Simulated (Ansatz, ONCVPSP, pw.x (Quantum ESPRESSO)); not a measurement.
titanium: does the ONCV potential hold in the solid?

Ti, optimised norm-conserving Vanderbilt (ONCV), made with ONCVPSP 4.0.1.1 (patched build) (PBE, scalar-relativistic). Core [Ne], reference 3s2 3p6 3d2 4s2. Waves: 3s+4s: rc 1.50 bohr, ncon 3, nbas 6, qcut 9.3 1/bohr, 2 projectors; 3p: rc 1.05 bohr, ncon 4, nbas 8, qcut 9.4 1/bohr, 1 projector; 3d: rc 1.85 bohr, ncon 4, nbas 9, qcut 9.1 1/bohr, 2 projectors, debl 2.2 Ha. Local part: polynomial inside 0.90 bohr (lpopt 5, dvloc0 0 Ha). Core correction: none.

Crystal test: bcc Ti in pw.x 7.5, no spin, 14³ k-points, Fermi–Dirac smearing 0.01 Ry, cutoffs 105/420 Ry. The reference is all-electron LAPW (Ansatz 0.2.0) with the same functional, mesh and smearing; V0 and B0 come from Birch–Murnaghan fits to the pressures at five volumes. Errors are pseudo minus all-electron; Δ is the rms difference of the E(V) curves that follow from these fits, minima aligned, over ±6 % about the mean V0. Mesh and smearing are coarse, so the numbers serve the comparison and aren't converged zero-temperature values; the lattice is a test structure that the element need not adopt.

All-electron: a0 = 3.264 Å (V0 = 17.38 Å³/atom), B0 = 104.1 GPa.

Q: How far does the potential miss the all-electron equation of state?

A: mean pressure error (GPa): -0.06; a0 (Å): 3.263; a0 error (%): -0.02; B0 error (%): +0.3; Δ (meV/atom): 0.2.

```
V (Å³/atom)  P all-electron (GPa)  P pseudo (GPa)
     16.476                  6.10            6.05
     16.909                  3.01            2.95
     17.343                  0.23            0.18
     17.777                 -2.25           -2.31
     18.210                 -4.47           -4.54
```

Q: At the middle volume, how do free energy and pressure move when the wave cutoff is lowered (ecutrho kept at four times it)?

A:

```
cutoff (Ry)  shift of F (meV/atom)  shift of P (GPa)
         47                 +801.4            -25.35
         63                 +178.7             -6.18
         84                  +14.8             -1.26
```

The run at the middle volume (104 k-points, 8 iterations) took about 65 s on one core of a shared host (Neoverse-N1, 64 threads, 124 GiB, load 40).
